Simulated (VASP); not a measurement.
Input of a VASP 6.6.1 run:

The input POSCAR:

```
WSe2
1.0
    3.2831203080      0.0000000000      0.0000000000
   -1.6415601540      2.8432655920      0.0000000000
    0.0000000000      0.0000000000     34.3162600000
  Se              W
     6     3
Direct
     0.3333333300000021    0.6666666699999979    0.2643483980769393
     0.3333333300000021    0.6666666699999979    0.3626802713231220
     0.6666666699999979    0.3333333300000021    0.4508878640799429
     0.6666666699999979    0.3333333300000021    0.5491121359200571
     0.3333333300000021    0.6666666699999979    0.6373197286768779
     0.3333333300000021    0.6666666699999979    0.7356516019230607
     0.6666666699999979    0.3333333300000021    0.3135238744405524
     0.3333333300000021    0.6666666699999979    0.5000000000000000
     0.6666666699999979    0.3333333300000021    0.6864761255594476
```

Contents of INCAR.step1:

```
PREC = Accurate
ENCUT = 600
EDIFF = 1E-8
ISMEAR = 0
SIGMA = 0.03
LREAL = False
LASPH = True
NELM = 80
ALGO = Fast
ISIF = 2
LWAVE = False
LCHARG = False
GGA = PE
IVDW = 12
LATTICE_CONSTRAINTS = .TRUE. .TRUE. .FALSE.
KPAR = 4
IBRION = 2
NSW = 40
EDIFFG = -0.002
```

INCAR.step2

```
PREC = Accurate
ENCUT = 600
EDIFF = 1E-8
ISMEAR = 0
SIGMA = 0.03
LREAL = False
LASPH = True
NELM = 80
ALGO = Fast
ISIF = 2
LWAVE = False
LCHARG = False
GGA = PE
IVDW = 12
LATTICE_CONSTRAINTS = .TRUE. .TRUE. .FALSE.
KPAR = 4
IBRION = 6
NFREE = 2
POTIM = 0.015
NSW = 1
```

File KPOINTS:

```
Automatic mesh
0
Gamma
  12 12 1
```

Potentials or basis: VASP PAW PBE potentials, release 64 (Se, W_sv).

Launch:

```bash
$ cat potpaw_PBE.64/Se/POTCAR potpaw_PBE.64/W_sv/POTCAR > POTCAR
$ cp INCAR.step1 INCAR
$ mpirun -np 4 vasp_std > vasp.out
$ cp CONTCAR POSCAR
$ cp INCAR.step2 INCAR
$ mpirun -np 4 vasp_std > vasp.out
```

(1) What does it give for the highest phonon frequency at Γ, LO-TO splitting left out?

(2) What does it give for the dispersion energy per atom?

Answers

(1) 305 cm⁻¹.

(2) -0.427 eV.
